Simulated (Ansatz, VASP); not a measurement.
# One calculation of CdTe, two programs

```
Cd Te
1.0
     0.00000    3.21568    3.21568
     3.21568    0.00000    3.21568
     3.21568    3.21568    0.00000
Cd Te
1 1
Cartesian
  0.0000 0.0000 0.0000
  4.8235 4.8235 4.8235
```

Change from the starting cell: volume scaled by 0.9405.

Alike in both runs: task single point; functional PBEsol; k mesh 7 × 7 × 7; occupations fermi-dirac, width 0.01 eV; no spin polarisation.

```csv
,VASP,Ansatz
version,VASP 6.6.1,Ansatz 0.2.0
potentials or method,"VASP PAW PBE potentials, release 64 (Cd, Te), cutoff 520 eV","all-electron LAPW, scalar-relativistic"
```

Ansatz gave:

- gap on the k mesh at the Fermi level (eV): 0.73
- pressure (GPa): 1.2

Problem. What did VASP give for the same quantities?

Solution. gap on the k mesh at the Fermi level (eV): 0.73; pressure (GPa): 1.4.

Ansatz ran all-electron here, so the differences hold the error of VASP's frozen core and of both bases.

Caveats: the PAW data sets were made with another functional, which shifts forces and pressure a little (VASP); spin-orbit coupling is left out, which moves the levels of the heavy elements.
